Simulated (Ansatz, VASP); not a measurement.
# AlN: VASP beside Ansatz

```
CELL_PARAMETERS angstrom
3.56787 0.00000 0.00000
-1.78393 3.08986 0.00000
0.00000 0.00000 3.60873
ATOMIC_POSITIONS crystal
Al 0.33333 0.66667 0.75000
Al 0.66667 0.33333 0.25000
N 0.33333 0.66667 0.25000
N 0.66667 0.33333 0.75000
```

Alike in both runs: task single point; functional PBE; k mesh 9 × 9 × 6; occupations gaussian, width 0.05 eV; no spin polarisation.

```csv
,VASP,Ansatz
version,VASP 6.6.1,Ansatz 0.2.0
potentials or method,"VASP PAW PBE potentials, release 64 (Al, N)","scalar-relativistic, plane waves, PAW"
plane-wave cutoff (eV),520,420
valence electrons in the cell,16,16
```

Ansatz gave:

| Item | Value |
| --- | --- |
| gap on the k mesh at the Fermi level (eV) | 3.17 |
| least direct gap on the mesh (eV) | 3.92 |
| pressure (GPa) | 14.3 |
| largest component of the traceless stress (GPa) | 41.96 |

Which values does VASP return?

gap on the k mesh at the Fermi level (eV): 3.18; least direct gap on the mesh (eV): 3.93; pressure (GPa): 14.1; largest component of the traceless stress (GPa): 42.12.

Caveats: an odd mesh through Γ misses points on the zone boundary, where band edges often lie. Expect the measured gap to be larger: semilocal functionals such as PBE lack the derivative discontinuity.
